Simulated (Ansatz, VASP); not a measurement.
# One calculation of Se, two programs

Contents of INCAR:

```
SYSTEM = Se
PREC = Accurate
ENCUT = 520
EDIFF = 1E-6
ISMEAR = -1
SIGMA = 0.03
LREAL = .False.
LASPH = .True.
NELM = 80
ALGO = Normal
ISIF = 2
LWAVE = .False.
LCHARG = .False.
GGA = PS
NBANDS = 16
```

Contents of KPOINTS:

```
Automatic mesh
0
Gamma
  6 6 5
  0 0 0
```

File POSCAR:

```
Se
1.0
    4.4971859474      0.0000000000      0.0000000000
   -2.2485929737      3.8946772760      0.0000000000
    0.0000000000      0.0000000000      4.9536000000
Se
3
Direct
    0.2254000000      0.0000000000      0.3333333333
    0.0000000000      0.2254000000      0.6666666667
    0.7746000000      0.7746000000      0.0000000000
```

Input for Ansatz:

```yaml
crystal:
  lattice:
    - [4.4971859474, 0.0, 0.0]
    - [-2.2485929737, 3.894677276, 0.0]
    - [0.0, 0.0, 4.9536]
  atoms:
    - { symbol: Se, position: [0.2254, 0.0, 0.3333333333] }
    - { symbol: Se, position: [0.0, 0.2254, 0.6666666667] }
    - { symbol: Se, position: [0.7746, 0.7746, 0.0] }
kpoints:
  mp_grid: { grid: [6, 6, 5] }
  band_path:
    path:
      - [0.0, 0.0, 0.0]
      - [0.5, 0.0, 0.0]
      - [0.3333333333, 0.3333333333, 0.0]
      - [0.0, 0.0, 0.0]
      - [0.0, 0.0, 0.5]
      - [0.5, 0.0, 0.5]
      - [0.3333333333, 0.3333333333, 0.5]
      - [0.0, 0.0, 0.5]
      - [0.5, 0.0, 0.5]
    npoints: 5
scf:
  occupations: { method: fermi_dirac, width: 0.03 }
hamiltonian:
  xc: pbesol
  pseudopotentials: { kind: all_electron, lapw: { basis_error: 0.001 } }
output:
  forces: true
  stress: true
  eigenvalues: true
```

Change from the starting cell: equal xx and yy strain of +3 %.

Alike in both runs: task single point; functional PBEsol; k mesh 6 × 6 × 5; occupations fermi-dirac, width 0.03 eV; no spin polarisation.

```csv
,VASP,Ansatz
version,VASP 6.6.1,Ansatz 0.2.0
potentials or method,"VASP PAW PBE potentials, release 64 (Se)","all-electron LAPW, scalar-relativistic"
plane-wave cutoff (eV),520,see its input
```

Ansatz gave:

```
gap on the k mesh at the Fermi level (eV)       : 1.23
pressure (GPa)                                  : -2.3
largest component of the traceless stress (GPa) : 0.52
rms of the force components (eV/Å)              : 0.160
```

What did VASP give for the same quantities?

gap on the k mesh at the Fermi level (eV): 1.23; pressure (GPa): -2.1; largest component of the traceless stress (GPa): 0.57; rms of the force components (eV/Å): 0.136.

Atom by atom the forces differ by 0.024 eV/Å (rms over components). Ansatz ran all-electron here, so the differences hold the error of VASP's frozen core and of both bases.

Caveats: the PAW data sets were made with another functional, which shifts forces and pressure a little (VASP); an odd mesh through Γ misses points on the zone boundary, where band edges often lie.
